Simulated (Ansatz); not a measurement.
**GaAs: the cell at several levels of theory**

How does the equilibrium cell of GaAs (rocksalt) depend on the functional? It is relaxed with PBE and r2SCAN. This is a trial cell built on a prototype, not taken from a measured structure, and it needn't be the compound's ground state.

Program: Ansatz 0.2.0. PAW datasets, plane waves, zero pressure. Note: simulated data, non-magnetic, for a generated structure that need not be the stable one.

## Step 1: The structure to begin with

This is the cell as the run starts from it, not yet at rest; its lengths are not the crystal's.

The symmetry is Fm-3m (No. 225, cubic); a = 5.086 Å in the conventional setting, 16.45 Å³ an atom. Ga has 6 As at 2.54 Å; As has 6 Ga at 2.54 Å.

Coordinates:

```
Ga As
1.0
     0.00000    2.54307    2.54307
     2.54307    0.00000    2.54307
     2.54307    2.54307    0.00000
Ga As
1 1
Cartesian
  0.0000 0.0000 0.0000
  2.5431 2.5431 2.5431
```

## Step 2: Relaxing with PBE

Contents of input.yaml:

```yaml
crystal:
  lattice:
    - [0.0, 2.543069, 2.543069]
    - [2.543069, 0.0, 2.543069]
    - [2.543069, 2.543069, 0.0]
  atoms:
    - { symbol: Ga, position: [0.0, 0.0, 0.0] }
    - { symbol: As, position: [0.5, 0.5, 0.5] }
kpoints:
  mp_grid: { grid: [8, 8, 8] }
hamiltonian:
  xc: pbe
scf:
  occupations: { method: fermi_dirac, width: 0.02 }
relax:
  f_tol: 0.005
  cell: {}
output:
  write_density: true
  write_potential: true
  elf: true
  volumetric_format: npy
```

Run with:

```sh
$ ansatz run input.yaml --threads 2 --pin off --max-ram 2211MiB --backend cpu --events-out ev --progress --plain --runs-dir out
```

Log:

```text
Warning: RAYON_NUM_THREADS=2 ignored (pool sized by the plan → 2); use --threads N
Engine: ansatz 0.2.0, aarch64-unknown-linux-gnu
Pseudopotentials: kind: paw
Pseudopotential: Ga, paw, valence charge 13, recommended cutoff 420 eV (normal), Ga.paw.azcp
Pseudopotential: As, paw, valence charge 15, recommended cutoff 420 eV (normal), As.paw.azcp
Functional definition: PBE
  parameter kappa = 0.804
  parameter beta = 0.06672455060314922
  exchange = pbe_x(kappa = kappa, mu = beta*pi^2/3)
  correlation = pbe_c(beta = beta)
Crystal: 2 atoms, lattice volume = 32.893 Å³
Basis set: ecut = 420 eV, 645 PW (Γ), exchange–correlation on 50×50×50 points (8 copies of the dense FFT grid, shifted against one another)
Bands: 18, of which v1, the nominal top of the filled ones, is band 14 counted from 1 (13 counted from 0)
Symmetry: 48 space group operations
Space group: Fm-3m (ITA 225), of the structure as read, at distance tolerance 3.2e-5 Å
k-points: 29 of 512
Non-local potential: Ga, projectors of the file, l = 0: 2, l = 1: 2, l = 2: 3, l = 3: 1
Non-local potential: As, projectors of the file, l = 0: 2, l = 1: 2, l = 2: 3, l = 3: 1
PAW form: soft (Blöchl's): semilocal exchange-correlation on the pseudo side does not see the compensation charge
PAW one-centre angular grid: Ga, 590 points (default); XC on 64 Gauss nodes
PAW one-centre angular grid: As, 590 points (default); XC on 64 Gauss nodes
Initial density: superposition of atomic densities (neutral atoms: chi_scale 0, normalization atom), corrected by the library's trained network
Initial wavefunctions: pseudopotential atomic-orbital guess
Functional: x = pbe(κ = 0.804, μ = 0.2195149727645171), c = pbe(β = 0.06672455060314922)
SCF iter   1: F=—  HF=-8638.894385 eV  |F-HF|=—  |Δ(HF+E_count)|=         —  Δρ=3.43e-3  dr2=3.81e-3  ethr=1.77e-3  ⟨swp⟩=5.8  Hψ=2446  notcnv=0
preconditioner: auto → Kerker (q_TF=auto, 2.656 Å⁻¹)  [metal: Δε(μ)=0.006 eV  Ē_g=16.384 eV  σ=0.020 eV  W_gap=0.07  n_scr=14 (ndim 8)  ℏωp=27.5 eV  f_vac=0.000  D(μ)=3.90/eV (n_scr^D=58)]
SCF iter   2: F=—  HF=-8638.893361 eV  |F-HF|=—  |Δ(HF+E_count)|=   1.02e-3  Δρ=2.25e-3  dr2=1.22e-3  ethr=1.36e-5  ⟨swp⟩=2.2  Hψ=920  notcnv=0  defer=1
SCF iter   3: F=—  HF=-8638.893409 eV  |F-HF|=—  |Δ(HF+E_count)|=   4.83e-5  Δρ=9.41e-4  dr2=2.10e-4  ethr=4.37e-6  ⟨swp⟩=2.0  Hψ=895  notcnv=0  defer=1
SCF iter   4: F=—  HF=-8638.893147 eV  |F-HF|=—  |Δ(HF+E_count)|=   2.62e-4  Δρ=3.63e-4  dr2=1.74e-5  ethr=7.50e-7  ⟨swp⟩=2.0  Hψ=810  notcnv=0  defer=1
SCF iter   5: F=—  HF=-8638.893143 eV  |F-HF|=—  |Δ(HF+E_count)|=   4.86e-6  Δρ=1.26e-4  dr2=5.03e-6  ethr=6.23e-8  ⟨swp⟩=2.0  Hψ=938  notcnv=0  defer=1
SCF iter   6: F=—  HF=-8638.893140 eV  |F-HF|=—  |Δ(HF+E_count)|=   2.29e-6  Δρ=5.63e-5  dr2=9.94e-7  ethr=1.80e-8  ⟨swp⟩=2.0  Hψ=927  notcnv=0  defer=1
SCF iter   7: F=—  HF=-8638.893140 eV  |F-HF|=—  |Δ(HF+E_count)|=   2.26e-7  Δρ=2.98e-5  dr2=2.28e-7  ethr=3.55e-9  ⟨swp⟩=2.0  Hψ=890  notcnv=0  defer=1
SCF iter   8: F=-8638.893140 eV  HF=-8638.893140 eV  |F-HF|=2.53e-8  |Δ(HF+E_count)|=   1.87e-8  Δρ=7.65e-6  dr2=1.28e-8  ethr=3.57e-10  ⟨swp⟩=7.4  Hψ=2919  notcnv=0
SCF 1 converged in 8 iterations: F = -8638.893140 eV  dr2 = 1.28e-8
relax step   1: F+E_penalty+E_count = -8638.89313997 eV  Δ(F+E_penalty+E_count) = +0.000e0 eV  max|allowed force component| = 3.103e-29 eV/Å  Δτ_max = 0.0000 Å  P = +18.787 GPa  Ω = 32.893 Å³  (8 SCF iters, dr2 threshold 1.00e-7 eV, accepted)
Crystal: 2 atoms, lattice volume = 38.031 Å³
Basis set: ecut = 420 eV, 725 PW (Γ), exchange–correlation on 50×50×50 points (8 copies of the dense FFT grid, shifted against one another)
Initial density: handed on by an earlier stage of this run
Initial wavefunctions: those handed on with the density
iter 1 solved again at ethr=3.49e-5 eV; its pass at ethr=3.10e-3 eV (dr2=9.76e-3 eV) is discarded
SCF iter   1: F=—  HF=-8639.196899 eV  |F-HF|=—  |Δ(HF+E_count)|=         —  Δρ=5.10e-3  dr2=9.86e-3  ethr=3.49e-5  ⟨swp⟩=2.0  Hψ=3857  notcnv=0
preconditioner: auto → none  [insulator: Δε(μ)=0.087 eV  Ē_g=15.549 eV  σ=0.020 eV  W_gap=0.64  n_scr=14 (ndim 8)  ℏωp=25.5 eV  f_vac=0.002  D(μ)=2.38/eV (n_scr^D=26)  ε∞_Penn≈3.7]
SCF iter   2: F=—  HF=-8639.197665 eV  |F-HF|=—  |Δ(HF+E_count)|=   7.66e-4  Δρ=2.34e-3  dr2=1.43e-3  ethr=3.49e-5  ⟨swp⟩=2.8  Hψ=797  notcnv=0
SCF iter   3: F=—  HF=-8639.198300 eV  |F-HF|=—  |Δ(HF+E_count)|=   6.35e-4  Δρ=1.05e-3  dr2=3.61e-4  ethr=5.11e-6  ⟨swp⟩=2.0  Hψ=1031  notcnv=0
SCF iter   4: F=—  HF=-8639.198451 eV  |F-HF|=—  |Δ(HF+E_count)|=   1.51e-4  Δρ=1.95e-4  dr2=9.18e-6  ethr=1.29e-6  ⟨swp⟩=2.1  Hψ=890  notcnv=0
SCF iter   5: F=—  HF=-8639.198451 eV  |F-HF|=—  |Δ(HF+E_count)|=   3.40e-7  Δρ=3.83e-5  dr2=2.45e-7  ethr=3.28e-8  ⟨swp⟩=2.6  Hψ=1004  notcnv=0
SCF iter   6: F=-8639.198451 eV  HF=-8639.198451 eV  |F-HF|=3.04e-8  |Δ(HF+E_count)|=   1.34e-7  Δρ=1.39e-5  dr2=3.22e-8  ethr=7.14e-10  ⟨swp⟩=8.3  Hψ=3370  notcnv=0
SCF 2 converged in 6 iterations: F = -8639.198451 eV  dr2 = 3.22e-8
relax step   2: F+E_penalty+E_count = -8639.19845107 eV  Δ(F+E_penalty+E_count) = -3.053e-1 eV  max|allowed force component| = 4.865e-30 eV/Å  Δτ_max = 0.0000 Å  P = +2.372 GPa  Ω = 38.031 Å³  energy of the carried Pulay correction = -1.633e-3 eV  (6 SCF iters, dr2 threshold 2.00e-7 eV, accepted)
Crystal: 2 atoms, lattice volume = 38.908 Å³
Basis set: ecut = 420 eV, 749 PW (Γ), exchange–correlation on 50×50×50 points (8 copies of the dense FFT grid, shifted against one another)
iter 1 solved again at ethr=6.55e-7 eV; its pass at ethr=3.10e-3 eV (dr2=1.83e-4 eV) is discarded
SCF iter   1: F=—  HF=-8639.206452 eV  |F-HF|=—  |Δ(HF+E_count)|=         —  Δρ=7.60e-4  dr2=1.72e-4  ethr=6.55e-7  ⟨swp⟩=3.3  Hψ=3655  notcnv=0
preconditioner: auto → none  [insulator: Δε(μ)=0.080 eV  Ē_g=15.397 eV  σ=0.020 eV  W_gap=0.65  n_scr=14 (ndim 8)  ℏωp=25.3 eV  f_vac=0.000  D(μ)=2.39/eV (n_scr^D=26)  ε∞_Penn≈3.7]
SCF iter   2: F=—  HF=-8639.206472 eV  |F-HF|=—  |Δ(HF+E_count)|=   2.04e-5  Δρ=3.55e-4  dr2=2.88e-5  ethr=6.16e-7  ⟨swp⟩=1.9  Hψ=605  notcnv=0
SCF iter   3: F=—  HF=-8639.206486 eV  |F-HF|=—  |Δ(HF+E_count)|=   1.39e-5  Δρ=1.25e-4  dr2=6.54e-6  ethr=1.03e-7  ⟨swp⟩=2.0  Hψ=919  notcnv=0
SCF iter   4: F=-8639.206486 eV  HF=-8639.206486 eV  |F-HF|=1.65e-7  |Δ(HF+E_count)|=   3.18e-7  Δρ=2.19e-5  dr2=1.63e-7  ethr=7.14e-10  ⟨swp⟩=7.2  Hψ=3973  notcnv=0
SCF 3 converged in 4 iterations: F = -8639.206486 eV  dr2 = 1.63e-7
relax step   3: F+E_penalty+E_count = -8639.20648617 eV  Δ(F+E_penalty+E_count) = -8.035e-3 eV  max|allowed force component| = 6.048e-30 eV/Å  Δτ_max = 0.0000 Å  P = +0.725 GPa  Ω = 38.908 Å³  energy of the carried Pulay correction = -1.889e-3 eV  (4 SCF iters, dr2 threshold 2.00e-7 eV, accepted)
[... 8 lines left out ...]
relax step   4: F+E_penalty+E_count = -8639.20723154 eV  Δ(F+E_penalty+E_count) = -7.454e-4 eV  max|allowed force component| = 7.560e-31 eV/Å  Δτ_max = 0.0000 Å  P = -0.077 GPa  Ω = 39.341 Å³  energy of the carried Pulay correction = -2.013e-3 eV  (4 SCF iters, dr2 threshold 2.00e-7 eV, accepted)
[... 7 lines left out ...]
relax step   5: F+E_penalty+E_count = -8639.20725369 eV  Δ(F+E_penalty+E_count) = -2.215e-5 eV  max|allowed force component| = 5.259e-30 eV/Å  Δτ_max = 0.0000 Å  P = -0.001 GPa  Ω = 39.299 Å³  energy of the carried Pulay correction = -2.001e-3 eV  (3 SCF iters, dr2 threshold 1.48e-8 eV, accepted)
[... 12 lines left out ...]
relax step   6: F+E_penalty+E_count = -8639.20982082 eV  Δ(F+E_penalty+E_count) = -2.567e-3 eV  max|allowed force component| = 9.729e-30 eV/Å  Δτ_max = 0.0000 Å  P = +0.068 GPa  Ω = 39.299 Å³  stress off target by 6.83e-2 GPa  SCF on the basis re-selected at this cell (its energy is not comparable with the rows above)  (7 SCF iters)
[... 8 lines left out ...]
relax step   7: F+E_penalty+E_count = -8639.20982018 eV  Δ(F+E_penalty+E_count) = +6.400e-7 eV  max|allowed force component| = 5.785e-30 eV/Å  Δτ_max = 0.0000 Å  P = +0.002 GPa  Ω = 39.336 Å³  energy of the carried Pulay correction = -8.875e-6 eV  (3 SCF iters, dr2 threshold 1.17e-8 eV, accepted)
iter 1 solved again at ethr=4.80e-8 eV; its pass at ethr=3.10e-3 eV (dr2=1.34e-5 eV) is discarded
SCF iter   1: F=—  HF=-8639.209822 eV  |F-HF|=—  |Δ(HF+E_count)|=         —  Δρ=4.62e-6  dr2=1.02e-8  ethr=4.80e-8  ⟨swp⟩=3.0  Hψ=3672  notcnv=0
SCF iter   2: F=—  HF=-8639.209826 eV  |F-HF|=—  |Δ(HF+E_count)|=   3.24e-6  Δρ=2.25e-6  dr2=1.69e-9  ethr=3.64e-11  ⟨swp⟩=2.0  Hψ=929  notcnv=0
SCF iter   3: F=—  HF=-8639.209826 eV  |F-HF|=—  |Δ(HF+E_count)|=  1.42e-10  Δρ=1.25e-6  dr2=4.60e-10  ethr=6.02e-12  ⟨swp⟩=2.0  Hψ=790  notcnv=0
SCF iter   4: F=—  HF=-8639.209826 eV  |F-HF|=—  |Δ(HF+E_count)|=  2.42e-10  Δρ=5.44e-7  dr2=8.94e-11  ethr=1.64e-12  ⟨swp⟩=2.0  Hψ=741  notcnv=0
SCF iter   5: F=-8639.209826 eV  HF=-8639.209826 eV  |F-HF|=3.64e-12  |Δ(HF+E_count)|=  3.46e-11  Δρ=1.20e-7  dr2=4.71e-12  ethr=1.00e-12  ⟨swp⟩=5.1  Hψ=2248  notcnv=0
SCF 8 converged in 5 iterations: F = -8639.209826 eV  dr2 = 4.71e-12
relax step   8: F+E_penalty+E_count = -8639.20982573 eV  Δ(F+E_penalty+E_count) = -5.548e-6 eV  max|allowed force component| = 1.643e-31 eV/Å  Δτ_max = 0.0000 Å  P = +0.002 GPa  Ω = 39.336 Å³  stress off target by 2.12e-3 GPa  SCF on the basis re-selected at this cell (its energy is not comparable with the rows above)  (5 SCF iters)
basis re-selected at this cell: Δ(F+E_penalty+E_count) = -5.548e-6 eV, ΔP = +0.000 GPa vs the last step (what re-selecting the basis moved, of the pressure what is left beyond the Pulay correction that the steps carried, after the strain that the cell walked since its last selection, with what the two solves' SCF thresholds leave and, on support functions, any second-order correction that the steps lacked; it is no measure of the basis error at this ecutwfc). This SCF's stress stands 2.12e-3 GPa from its target on what of the cell is left free (relax.cell.stress_tol is 5.00e-2 GPa) and its largest allowed force component is 1.64e-31 eV/Å (relax.f_tol is 5.00e-3 eV/Å): within both
SCF converged after 5 iterations
Free energy (F): -8639.209826 eV
Harris-Foulkes:  -8639.209826 eV  (|F-HF|=3.64e-12)
Internal energy: -8639.206645 eV  (E = F + TS)
E sigma→0 (E₀):  -8639.208236 eV
Entropy (-TS):   -0.003180 eV (-1.590 meV/atom)
Fermi energy:    10.063496 eV
--- Per-component energies (eV) ---
  E_band       = -260.644993
  E_kinetic    = 217.552499
  E_local      = -3408.970219  (includes V_loc(G=0)·N_el)
  E_nonlocal   = -246.828407
  E_hartree    = 1745.818462
  E_xc         = -148.167547
  E_vxc        = -136.981819  (∫ρ·V_xc dr)
  E_paw        = -3822.697359  (= ΣΔE_a)
  E_vpaw       = -177.053931  (= ΣTr[D̂ρ^β])
  E_aug_tail   = -0.000135  (compensation charges beyond the density's cutoff)
  E_ewald      = -2975.913938
  E_smearing   = -0.003180  (= −TS)
  E_closure    = -0.000000  (closes the sum)
  Σ components = -8639.209826   (vs F -8639.209826, Δ=0.00e0)
--- Forces (eV/Å), atoms counted from 1 ---
  atom   1  Ga     0.00000000     0.00000000     0.00000000
  atom   2  As     0.00000000     0.00000000     0.00000000
  max |Σ_I F_I| component: 5.92e-31 eV/Å
--- Stress (GPa, compression-positive) ---
        0.002121      -0.000000      -0.000000
       -0.000000       0.002121       0.000000
       -0.000000       0.000000       0.002121
  P = ⅓ Tr σ = 0.0021 GPa (0.021 kbar)
--- Band table (eV; the first three rows and the last of 29) ---
  k-point 0: bands = ["-25.3562", "-25.3562", "-25.3500", "-25.3500", "-25.3500", "-4.6232", "-4.6232", "-4.6049", "-4.6049", "-4.6049", "-2.9986", "9.9004", "10.0927", "10.0927", "10.0927", "17.3995", "17.3995", "17.3995"]
  k-point 1: bands = ["-25.3562", "-25.3562", "-25.3499", "-25.3497", "-25.3497", "-4.6271", "-4.6271", "-4.6054", "-4.6013", "-4.6013", "-2.7937", "7.7385", "10.0814", "10.0814", "11.7738", "16.3468", "16.3468", "16.4321"]
  k-point 2: bands = ["-25.3562", "-25.3562", "-25.3496", "-25.3491", "-25.3491", "-4.6379", "-4.6379", "-4.6076", "-4.5910", "-4.5910", "-2.2002", "5.4475", "10.1007", "10.1007", "12.5830", "14.7109", "14.7109", "15.3760"]
  k-point 28: bands = ["-25.3570", "-25.3554", "-25.3489", "-25.3489", "-25.3469", "-4.7458", "-4.6306", "-4.5965", "-4.5965", "-4.5617", "0.2062", "4.4401", "5.7664", "5.7664", "12.3874", "14.1445", "17.6868", "17.6868"]
--- Relaxed structure (6 steps of the walk, 6 accepted, 2 SCFs on fresh bases) ---
  F+E_penalty+E_count = -8639.20982573 eV   max|allowed force component| = 1.643e-31 eV/Å   (the final SCF, on the basis selected at the relaxed cell)
  cell:  # Å, volume = 39.3364 Å³
    - [-4.394758414725601e-34, 2.699323881587695, 2.699323881587695]
    - [2.699323881587695, 5.859677874183082e-34, 2.699323881587695]
    - [2.699323881587695, 2.699323881587695, 5.795985687418733e-34]
  atoms:
    - { symbol: Ga, position: [5.048833894236292e-33, -4.0390671153890346e-33, -2.0195335576945248e-33] }
    - { symbol: As, position: [0.5, 0.5, 0.5] }
```

Wall time 5.1 s (2 threads of Arm Neoverse V1, shared host); peak memory 0.33 GiB.

Step by step:

```
step  energy change (meV/atom)  largest force (eV/Å)  pressure (GPa)  volume (Å³/atom)
   1                       0.0                0.0000           18.79            16.447
   2                    -152.7                0.0000            2.37            19.015
   3                    -156.7                0.0000            0.72            19.454
   4                    -157.0                0.0000           -0.08            19.670
   5                    -157.1                0.0000            0.00            19.649
   6                    -158.3                0.0000            0.07            19.649
   7                    -158.3                0.0000            0.00            19.668
   8                    -158.3                0.0000            0.00            19.668
```

Step 6 solves the same cell on a plane-wave basis chosen anew, so the energy can jump there without a move.

The table lists every geometry solved, with passes on a fresh basis, whose energies don't compare exactly with the rows above.

|  | before | after | change |
| --- | --- | --- | --- |
| a (Å) | 5.086 | 5.399 | +6.14 % |
| volume (Å³/atom) | 16.447 | 19.668 | +19.59 % |
| shortest distance (Å) | 2.543 | 2.699 | +6.14 % |
| space group | Fm-3m | Fm-3m | same |

Axes a, b and c in the maps are those of this run's conventional cell (a, b, c = 5.399, 5.399, 5.399 Å).

Density in a lattice plane of the grid's cell (edges 5.40 and 5.40 Å, at 0.000 of the third edge), which holds Ga and As.

Values in e/Å³, 12 rows by 12 columns:
```
 8.07  1.89  0.35  0.24  0.49  2.87  9.18  2.87  0.49  0.24  0.35  1.88
 0.53  0.35  0.18  0.14  0.24  0.49  0.74  0.49  0.24  0.14  0.18  0.35
 0.31  0.24  0.14  0.10  0.14  0.24  0.31  0.24  0.14  0.08  0.14  0.24
 0.74  0.49  0.24  0.14  0.18  0.35  0.53  0.35  0.18  0.14  0.24  0.49
 9.18  2.87  0.49  0.24  0.35  1.89  8.07  1.88  0.35  0.24  0.49  2.87
33.84  9.18  0.74  0.31  0.53  8.07 52.31  8.07  0.53  0.31  0.74  9.18
 9.18  2.87  0.49  0.24  0.35  1.88  8.07  1.89  0.35  0.24  0.49  2.87
 0.74  0.49  0.24  0.14  0.18  0.35  0.53  0.35  0.18  0.14  0.24  0.49
 0.31  0.24  0.14  0.08  0.14  0.24  0.31  0.24  0.14  0.10  0.14  0.24
 0.53  0.35  0.18  0.14  0.24  0.49  0.74  0.49  0.24  0.14  0.18  0.35
 8.07  1.88  0.35  0.24  0.49  2.87  9.18  2.87  0.49  0.24  0.35  1.89
52.31  8.07  0.53  0.31  0.74  9.18 33.84  9.18  0.74  0.31  0.53  8.07
```
Columns run along the first of these edges and rows up along the second, over one cell in 12 and 12 even steps from the bottom left corner. Atoms in the plane (fractional): Ga at (0.00, 0.00), Ga at (0.50, 0.50), As at (0.00, 0.50), As at (0.50, 0.00).

ELF in the same plane.

Ten even steps from ' ' (0.05) to '@' (0.67):
```
    ..::--++%%@@@@%%**--::--**%%@@@@%%++--::..  
....::----==**%%@@@@%%##**##%%@@@@%%**==----::..
------------==**%%@@@@@@@@@@@@@@%%**==----------
========--::::--++##@@@@@@@@@@##++--::::--======
%%%%##++--::..::--++##%%%%%%##++--::..::--++##%%
@@@@@@##++--::::--==============--::::--++##@@@@
@@@@@@@@%%**==----------------------==**%%@@@@@@
**##%%@@@@%%**==----::......::----==**%%@@@@%%##
::--**%%@@@@%%++--::..      ..::--++%%@@@@%%**--
++::==%%@@@@%%++--::    ##    ::--++%%@@@@%%==::
::--**%%@@@@%%++--::..      ..::--++%%@@@@%%**--
**##%%@@@@%%**==----::......::----==**%%@@@@%%##
@@@@@@@@%%**==----------------------==**%%@@@@@@
@@@@@@##++--::::--==============--::::--++##@@@@
%%%%##++--::..::--++##%%%%%%##++--::..::--++##%%
========--::::--++##@@@@@@@@@@##++--::::--======
------------==**%%@@@@@@@@@@@@@@%%**==----------
....::----==**%%@@@@%%##**##%%@@@@%%**==----::..
    ..::--++%%@@@@%%**--::--**%%@@@@%%++--::..  
##    ::--++%%@@@@%%==::++::==%%@@@@%%++--::    
```
Columns run along the first of these edges and rows up along the second, over one cell in 24 and 20 even steps from the bottom left corner. Atoms in the plane (fractional): Ga at (0.00, 0.00), Ga at (0.50, 0.50), As at (0.00, 0.50), As at (0.50, 0.00).

Both are smooth fields of the valence electrons: close to the nuclei they are not physical.

The highest ELF values outside the cores: 0.67 in the shell around As, 1.0 Å from As.

(Part 1 of 2 ends here.)
